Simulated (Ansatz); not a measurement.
**Field gradients of Al2O3 from run to run**

Cell of run 1: a Materials Project structure (computed, not necessarily an observed phase).

Space group R-3c:H (No. 167); a = 4.8050, c = 13.1163 Å, γ = 120.00°.

```csv
site,Wyckoff,site symmetry,x,y,z
Al,12c,3.,0.0000,0.0000,0.1479
O,18e,.2,0.0272,0.6667,0.9167
```

One atom of each set is listed; the run and its k-mesh use a cell of 10 atoms with edges of 5.18, 5.18, 5.18 Å.

Relaxed positions (PBE, cell held):

Al (0.0000, 0.0000, 0.1479)
O (0.0272, 0.6667, 0.9167)

All runs are DFT with Ansatz 0.2.0 (plane waves and PAW, scalar-relativistic unless spin–orbit coupling is named, Γ-centred meshes, Fermi–Dirac smearing where given) in this cell.

Run 1: PBE, atoms as given; 420 eV, 8×8×8 k-points, smearing 0.02 eV.
Run 2: r2SCAN, at the relaxed atoms; 500 eV, 8×8×8 k-points, smearing 0.02 eV.
Run 3: LDA, at the relaxed atoms; 420 eV, 8×8×8 k-points, smearing 0.02 eV.

```csv
run,Al V_zz (η),O V_zz (η)
1,0.54 (0.00),-4.00 (0.52)
2,?,?
3,0.55 (0.00),-3.88 (0.52)
```

V_zz in 10²¹ V/m².

Task: Estimate the row of run 2.

Result: Al: 0.54 (0.00); O: -3.98 (0.52). It lies nearest to run 1, from whose tensors on these sites it differs by 0.02 at most (largest principal value of the difference, on O).

With these PAW files V_zz is typically within 2 to 3 % of all-electron values, but misses above 10 % occur on Al. The cell isn't the equilibrium one in runs 2, 3 (calculated pressure -7, -12 GPa), and the entry's cell may itself be off.
